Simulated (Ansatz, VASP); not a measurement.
MgO in VASP and in Ansatz

Contents of INCAR:

```
ALGO = Normal
EDIFF = 1E-7
ENCUT = 520
GGA = PE
ISIF = 2
ISMEAR = 0
LASPH = T
LCHARG = F
LREAL = F
LWAVE = F
NBANDS = 26
NELM = 80
PREC = Accurate
SIGMA = 0.05
```

KPOINTS

```
k-points
0
Gamma
  9 9 2
```

The input POSCAR:

```
MgO
1.0
    3.2805263433      0.0000000000      0.0000000000
   -1.6402631717      2.8410191511      0.0000000000
    0.0000000000      0.0000000000     10.2335000000
Mg O
4 4
Direct
    0.3333333333      0.6666666667      0.9694906392
    0.0000000000      0.0000000000      0.2208211786
    0.0000000000      0.0000000000      0.7208211786
    0.6666666667      0.3333333333      0.4694906392
    0.3333333333      0.6666666667      0.7800420079
    0.0000000000      0.0000000000      0.5296443544
    0.0000000000      0.0000000000      0.0296443544
    0.6666666667      0.3333333333      0.2800420079
```

Input for Ansatz:

```yaml
crystal:
  lattice:
    - [3.2805263433, 0.0, 0.0]
    - [-1.6402631717, 2.8410191511, 0.0]
    - [0.0, 0.0, 10.2335]
  atoms:
    - { symbol: Mg, position: [0.3333333333, 0.6666666667, 0.9694906392] }
    - { symbol: Mg, position: [0.0, 0.0, 0.2208211786] }
    - { symbol: Mg, position: [0.0, 0.0, 0.7208211786] }
    - { symbol: Mg, position: [0.6666666667, 0.3333333333, 0.4694906392] }
    - { symbol: O, position: [0.3333333333, 0.6666666667, 0.7800420079] }
    - { symbol: O, position: [0.0, 0.0, 0.5296443544] }
    - { symbol: O, position: [0.0, 0.0, 0.0296443544] }
    - { symbol: O, position: [0.6666666667, 0.3333333333, 0.2800420079] }
basis:
  ecutwfc: 520.0
kpoints:
  mp_grid: { grid: [9, 9, 2] }
hamiltonian:
  xc: pbe
  pseudopotentials: { kind: paw, azcp: { folder: soft_1 } }
scf:
  occupations: { method: gaussian, width: 0.05 }
output:
  forces: true
  stress: true
  eigenvalues: true
```

Alike in both runs: task single point; functional PBE; k mesh 9 × 9 × 2; occupations gaussian, width 0.05 eV; no spin polarisation.

|  | VASP | Ansatz |
| --- | --- | --- |
| version | VASP 6.6.1 | Ansatz 0.2.0 |
| potentials or method | VASP PAW PBE potentials, release 64 (Mg, O) | scalar-relativistic, plane waves, PAW |
| plane-wave cutoff (eV) | 520 | 520 |
| valence electrons in the cell | 32 | 64 |

VASP gave:

- gap on the k mesh at the Fermi level (eV): 3.53
- least direct gap on the mesh (eV): 3.53
- pressure (GPa): 2.9
- largest component of the traceless stress (GPa): 4.29
- rms of the force components (eV/Å): 0.167

Task: What did Ansatz give for the same quantities?

Result: gap on the k mesh at the Fermi level (eV): 3.55; least direct gap on the mesh (eV): 3.55; pressure (GPa): 3.3; largest component of the traceless stress (GPa): 4.21; rms of the force components (eV/Å): 0.165.

Atom by atom the forces differ by 0.002 eV/Å (rms over components). The two sets of potentials don't hold the same shells in valence.
